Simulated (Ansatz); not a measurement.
NaBr:
```xyz
2
Lattice="0.0000 3.0176 3.0176 3.0176 0.0000 3.0176 3.0176 3.0176 0.0000" Properties=species:S:1:pos:R:3 pbc="T T T"
Na     0.0000     0.0000     0.0000
Br     3.0176     3.0176     3.0176
```

Relaxed with PBE.

Map the electron localisation function on the plane through (0.000, 0.000, 0.000) spanned by u = [1, 0, 0] and v = [0, 1, -1] in lattice vectors, from the program Ansatz at the PBE level (PAW).

x is the fraction of u, y of v (the angle between them is 90°; rows are the nearest grid lines); atoms in the plane: Na at (0.00, 0.00), Br at (0.50, 0.50).
```
|.-**=            =**-.|
|-=**-            -**=-|
|***+.   ::::::   .+***|
|**+:   -+****+-   :+**|
|=-.   -*%%%%%%*-   .-=|
|     -#%@@@@@@%#-     |
|    -#%@@@@@@@@%#-    |
|   -*%@@@@@@@@@@%*-   |
|  :+%@@@@#++#@@@@%+:  |
|  :*%@@@#:  :#@@@%*:  |
|  :*%@@@+    +@@@%*:  |
|  :*%@@@+    +@@@%*:  |
|  :*%@@@#:  :#@@@%*:  |
|  :+%@@@@#++#@@@@%+:  |
|   -*%@@@@@@@@@@%*-   |
|    -#%@@@@@@@@%#-    |
|     -#%@@@@@@%#-     |
|=-.   -*%%%%%%*-   .-=|
|**+:   -+****+-   :+**|
|***+.   ::::::   .+***|
|-=**-            -**=-|
|.-**=            =**-.|
```
Scale: ten equal steps from 0.002 (start of ' ') to 0.887 (end of '@'), in the order ' .:-=+*#%@'; x runs from 0.000 to 1.00, y from 0.000 (bottom) to 1.00 (top).

The density is the valence pseudo-density with augmentation charge, so density and ELF within about 1 Å of a nucleus are not all-electron values.

Space group Fm-3m (rock salt). The PBE relaxation kept the symmetry of its start; phonons on a q-mesh show no instability.

Potentials: the later of the program's two PAW sets.
